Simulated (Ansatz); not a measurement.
# Searching the electronic states of Yb, part 2 of 2

Aim: see which self-consistent states Yb reaches from different starts at one fixed geometry, and which of them is lowest. Yb is taken in its deposited structure (space group P6_3/mmc), 2 atoms in the cell. Source: COD entry 1522989.

Ansatz 0.2.0; DFT PBE+U, PAW, plane waves, scalar-relativistic; U − J = 5.3 eV on Yb f.

**6. Parallel moments scaled by 0.1, plain SCF**

Input file input.yaml:

```yaml
crystal:
  lattice:
    - [3.01500148, 0.0, 0.0]
    - [-1.50750074, 2.61106787, 0.0]
    - [0.0, 0.0, 4.823]
  atoms:
    - { symbol: Yb, position: [0.33333333, 0.66666667, 0.25], spin: 0.1 }
    - { symbol: Yb, position: [0.66666667, 0.33333333, 0.75], spin: 0.1 }
magnetization:
  spin_polarized: true
hamiltonian:
  xc: pbe
  pseudopotentials: { kind: paw }
  hubbard: { sites: [{ species: Yb, l: f, u_eff: 5.3 }] }
basis:
  ecutwfc: 420
kpoints:
  mp_grid: { grid: [10, 10, 5] }
scf:
  occupations: { method: fermi_dirac, width: 0.1 }
  lower_state_search: "off"
output:
  forces: true
  stress: true
```

Output, shortened:

```text
[... 21 lines as in an earlier run ...]
Starting moments: Σ|m| = 0.2 μB on 2 of 2 sites
[... 2 lines as in an earlier run ...]
[...]
SCF iter   1: F=—  HF=-27586.529400 eV  |F-HF|=—  |Δ(HF+E_count)|=         —  Δρ=2.14e-2 (↑2.14e-2 ↓1.01e-2)  dr2=2.98e-1  dr2_m=1.40e-2  M=0.034 μB ∫|m|=0.035 μB  β_m=0.30  ethr=6.20e-4  ⟨swp⟩=1.8  Hψ=15870  notcnv=0
[...]
[... 1 line as in an earlier run ...]
[...]
spin-set hold released at iteration 6 (site moments contracting): the magnetisation degrees of freedom join the quasi-Newton model from the next iteration; the mixer history was flushed
[...]
SCF 1, on 29 bands, converged in 12 iterations: F = -27586.531211 eV; the run's SCF on all bands comes behind
The result of the SCF on 29 bands, without a stress, told ahead of the SCF on all bands, whose result is the run's:
SCF converged after 12 iterations
Magnetization: 0.0000 μB (24.0000 up, 24.0000 down)
Absolute magnetization: 0.0000 μB (∫|ρ↑−ρ↓|, with the PAW one-centre terms)
Spin contamination: 0.0000 ħ² per cell (⟨S²⟩ above its minimum at these occupations)
[...]
WARN, of that result alone: the starting moments were not kept: the SCF closed with an absolute magnetisation of 3.6e-5 μB, where they sum to 0.2 μB in size (2 sites). That is at most 0.1 of that sum. Measured as dr2_m measures the in/out step, that magnetisation stands 1.3e-10 eV from [...]
Starting moments: Σ|m| = 0.2 μB on 2 of 2 sites; this step starts from the density that it was given
[...]
[... 1 line as in an earlier run ...]
[...]
SCF iter   3: F=-27586.531210 eV  HF=-27586.531211 eV  |F-HF|=9.46e-8  |Δ(HF+E_count)|=   1.61e-8  Δρ=5.26e-6 (↑5.20e-6 ↓5.26e-6)  dr2=2.86e-8  dr2_m=9.62e-12  M=0.000 μB ∫|m|=0.000 μB  ethr=5.46e-11  ⟨swp⟩=4.5  Hψ=14100  notcnv=0
WARN: the starting moments were not kept: the SCF closed with an absolute magnetisation of 8.9e-6 μB, where they sum to 0.2 μB in size (2 sites). That is at most 0.1 of that sum. Measured as dr2_m measures the in/out step, that magnetisation stands 7.9e-12 eV from none, at or under the [...]
[... 1 line as in an earlier run ...]
[...]
SCF converged after 15 iterations (12 of them on 29 bands)
Magnetization: 0.0000 μB (24.0000 up, 24.0000 down)
Absolute magnetization: 0.0000 μB (∫|ρ↑−ρ↓|, with the PAW one-centre terms)
Spin contamination: 0.0000 ħ² per cell (⟨S²⟩ above its minimum at these occupations)
Per-site moments (μB) at R_I (Å): [(2.9415680906339147e-7, 1.2268259178663816), (2.9415680894979604e-7, 1.2268259178663816)]
Free energy (F): -27586.531210 eV
[...]
E sigma→0 (E₀):  -27586.507904 eV
Entropy (-TS):   -0.046613 eV (-23.307 meV/atom)
Fermi energy:    21.051456 eV
[... 31 lines left out: energy terms, forces, stress, bands ...]
Occupation matrices written to <dir>
```

Run time: 7.3 s. Hardware: 2 threads of an x86-64 CPU, shared host; peak memory 0.48 GiB.

This is the state of step 2 again (non-magnetic), after 15 iterations.

**7. Moments +- scaled by 0.65, plain SCF**

input.yaml, as its differences from that of step 6:

```diff
@@ -6,4 +6,4 @@
   atoms:
-    - { symbol: Yb, position: [0.33333333, 0.66666667, 0.25], spin: 0.1 }
-    - { symbol: Yb, position: [0.66666667, 0.33333333, 0.75], spin: 0.1 }
+    - { symbol: Yb, position: [0.33333333, 0.66666667, 0.25], spin: 0.65 }
+    - { symbol: Yb, position: [0.66666667, 0.33333333, 0.75], spin: -0.65 }
 magnetization:
```

Output, shortened:

```text
[... 20 lines as in an earlier run ...]
Starting moments: Σ|m| = 1.3 μB on 2 of 2 sites
Starting magnetic order: antiferromagnet; an inversion exchanges its spin sublattices: spin-degenerate at every k-point
[... 2 lines as in an earlier run ...]
[...]
SCF iter   1: F=—  HF=-27586.340259 eV  |F-HF|=—  |Δ(HF+E_count)|=         —  Δρ=4.40e-2 (↑4.40e-2 ↓4.40e-2)  dr2=4.09e-1  dr2_m=5.58e-1  M=0.000 μB ∫|m|=0.242 μB  β_m=0.30  ethr=8.51e-4  ⟨swp⟩=1.8  Hψ=16711  notcnv=0
[...]
[... 1 line as in an earlier run ...]
[...]
spin-set hold released at iteration 6 (site moments contracting): the magnetisation degrees of freedom join the quasi-Newton model from the next iteration; the mixer history was flushed
[...]
SCF iter  16: F=-27586.531211 eV  HF=-27586.531211 eV  |F-HF|=4.90e-9  |Δ(HF+E_count)|=  4.07e-10  Δρ=1.46e-6 (↑1.46e-6 ↓1.26e-6)  dr2=2.87e-9  dr2_m=1.04e-11  M=-0.000 μB ∫|m|=0.000 μB  ethr=4.74e-12  ⟨swp⟩=3.4  Hψ=11523  notcnv=0
WARN: the starting moments were not kept: the SCF closed with an absolute magnetisation of 8.1e-6 μB, where they sum to 1.3 μB in size (2 sites). That is at most 0.1 of that sum. Measured as dr2_m measures the in/out step, that magnetisation stands 6.0e-12 eV from none, at or under the [...]
[... 1 line as in an earlier run ...]
[...]
SCF converged after 16 iterations
Magnetization: -0.0000 μB (24.0000 up, 24.0000 down)
Absolute magnetization: 0.0000 μB (∫|ρ↑−ρ↓|, with the PAW one-centre terms)
Spin contamination: 0.0000 ħ² per cell (⟨S²⟩ above its minimum at these occupations)
Per-site moments (μB) at R_I (Å): [(8.264228969693237e-7, 1.2268259178663816), (-8.359929767235116e-7, 1.2268259178663816)]
Free energy (F): -27586.531211 eV
[...]
E sigma→0 (E₀):  -27586.507904 eV
Entropy (-TS):   -0.046612 eV (-23.306 meV/atom)
Fermi energy:    21.051431 eV
[... 26 lines left out: energy terms, forces, stress ...]
Occupation matrices written to <dir>
```

It took 9.6 s on 2 threads of an x86-64 CPU, shared host; peak memory 0.45 GiB.

Nothing new: the 16 iterations lead to the state found in step 2 (non-magnetic).

**8. A moment on one site alone, plain SCF**

input.yaml, as its differences from that of step 7:

```diff
@@ -6,4 +6,4 @@
   atoms:
-    - { symbol: Yb, position: [0.33333333, 0.66666667, 0.25], spin: 0.65 }
-    - { symbol: Yb, position: [0.66666667, 0.33333333, 0.75], spin: -0.65 }
+    - { symbol: Yb, position: [0.33333333, 0.66666667, 0.25], spin: 1.0 }
+    - { symbol: Yb, position: [0.66666667, 0.33333333, 0.75] }
 magnetization:
```

Output, shortened:

```text
[... 14 lines as in an earlier run ...]
Magnetic group: BNS 187.209 (UNI 1439), of the structure as read, at distance tolerance 3.4e-5 Å
[... 5 lines as in an earlier run ...]
Starting moments: Σ|m| = 1 μB on 1 of 2 sites
[... 2 lines as in an earlier run ...]
[...]
SCF iter   1: F=—  HF=-27586.323626 eV  |F-HF|=—  |Δ(HF+E_count)|=         —  Δρ=5.99e-2 (↑5.99e-2 ↓2.94e-2)  dr2=4.88e-1  dr2_m=6.40e-1  M=0.189 μB ∫|m|=0.211 μB  β_m=0.30  ethr=1.02e-3  ⟨swp⟩=1.8  Hψ=16510  notcnv=0  defer=1
[...]
[... 1 line as in an earlier run ...]
[...]
spin-set hold released at iteration 7 (site moments contracting): the magnetisation degrees of freedom join the quasi-Newton model from the next iteration; the mixer history was flushed
[...]
SCF iter  17: F=-27586.531211 eV  HF=-27586.531211 eV  |F-HF|=3.96e-9  |Δ(HF+E_count)|=  4.66e-10  Δρ=1.12e-6 (↑9.55e-7 ↓1.12e-6)  dr2=1.65e-9  dr2_m=1.60e-11  M=0.000 μB ∫|m|=0.000 μB  ethr=2.29e-11  ⟨swp⟩=3.7  Hψ=10155  notcnv=0
WARN: the starting moments were not kept: the SCF closed with an absolute magnetisation of 1.0e-5 μB, where they sum to 1 μB in size (1 site). That is at most 0.1 of that sum. Measured as dr2_m measures the in/out step, that magnetisation stands 1.2e-11 eV from none, at or under the [...]
[... 1 line as in an earlier run ...]
[...]
SCF converged after 17 iterations
Magnetization: 0.0000 μB (24.0000 up, 24.0000 down)
Absolute magnetization: 0.0000 μB (∫|ρ↑−ρ↓|, with the PAW one-centre terms)
Spin contamination: 0.0000 ħ² per cell (⟨S²⟩ above its minimum at these occupations)
Per-site moments (μB) at R_I (Å): [(1.023565074824032e-6, 1.2268259178663816), (-2.944375075436e-7, 1.2268259178663816)]
Free energy (F): -27586.531211 eV
[...]
E sigma→0 (E₀):  -27586.507904 eV
Entropy (-TS):   -0.046612 eV (-23.306 meV/atom)
Fermi energy:    21.051429 eV
[... 26 lines left out: energy terms, forces, stress ...]
Occupation matrices written to <dir>
```

It took 11 s on 2 threads of an x86-64 CPU, shared host; peak memory 0.45 GiB.

The run ends in the same state as step 2 (non-magnetic); it took 17 iterations.

**9. All ends together**

| step | iterations | state | moments of Yb1 Yb2 (μB) | total (μB) | gap (eV) | pressure (GPa) | above lowest (meV/atom) |
| --- | --- | --- | --- | --- | --- | --- | --- |
| 2 | 16 | 1 | 0.00 0.00 | 0.00 | none | 40.2 | 0.0 |
| 3 | 17 | 1 | 0.00 0.00 | 0.00 | none | 40.2 | 0.0 |
| 4 | 11 | 1 | 0.00 0.00 | 0.00 | none | 40.2 | 0.0 |
| 5 | 15 | 1 | 0.00 0.00 | 0.00 | none | 40.2 | 0.0 |
| 6 | 15 | 1 | 0.00 0.00 | 0.00 | none | 40.2 | 0.0 |
| 7 | 16 | 1 | 0.00 0.00 | 0.00 | none | 40.2 | 0.0 |
| 8 | 17 | 1 | 0.00 0.00 | 0.00 | none | 40.2 | 0.0 |

States are numbered from the lowest. Starts by step: 2 parallel moments, plain SCF; 3 opposed moments +-, plain SCF; 4 no spin polarisation; 5 spin on, no moments given (the program may seed its own), plain SCF; 6 parallel moments scaled by 0.1, plain SCF; 7 moments +- scaled by 0.65, plain SCF; 8 a moment on one site alone, plain SCF.

The 7 runs of this session took 54 s in all, from 4 s to 11 s each.

Decimal logarithm of the largest residual (eV) by iteration, counted through all cycles of a run:

| iteration | step 2 | step 3 | step 4 | step 5 | step 6 | step 7 | step 8 |
| --- | --- | --- | --- | --- | --- | --- | --- |
| 1 | 0.1 | 0.1 | -0.5 | 0.7 | -0.5 | -0.3 | -0.2 |
| 2 | 0.0 | 0.0 | -0.7 | 0.4 | -1.7 | -0.4 | -0.3 |
| 3 | -0.3 | -0.3 | -1.9 | 0.1 | -1.5 | -0.7 | -0.6 |
| 4 | -0.5 | -0.5 | -2.4 | 1.2 | -1.1 | -0.9 | -0.8 |
| 5 | -0.8 | -0.8 | -2.3 | -0.8 | -1.3 | -1.1 | -1.1 |
| 7 | -1.3 | -1.3 | -4.2 | -2.1 | -3.3 | -1.7 | -1.6 |
| 8 | -1.6 | -1.6 | -6.3 | -1.0 | -2.9 | -1.4 | -1.9 |
| 10 | -3.8 | -3.6 | -7.5 | -3.9 | -5.3 | -3.7 | -3.7 |
| 11 | -4.2 | -4.1 | -8.9 | -4.6 | -6.4 | -3.5 | -3.5 |
| 13 | -7.0 | -5.9 | - | -7.8 | -7.5 | -7.2 | -4.5 |
| 14 | -8.1 | -7.2 | - | -7.8 | -7.6 | -7.3 | -6.2 |
| 16 | -10.3 | -8.9 | - | - | - | -8.5 | -8.0 |
| 17 | - | -9.0 | - | - | - | - | -8.8 |

**10. Outcome**

This closing draws on all 2 parts.

```
                      quantity                    value
               distinct states  1 from 7 converged runs
lowest state from plain starts             non-magnetic
                  total moment         0.00 μB per cell
             gap on the k-mesh                     none
                      pressure                 40.2 GPa
                 largest force               0.000 eV/Å
```

In words: Distinct end states: 1, from 7 converged runs. Spin polarisation gains nothing here: every starting moment dies out. A lower state than any found can't be excluded.
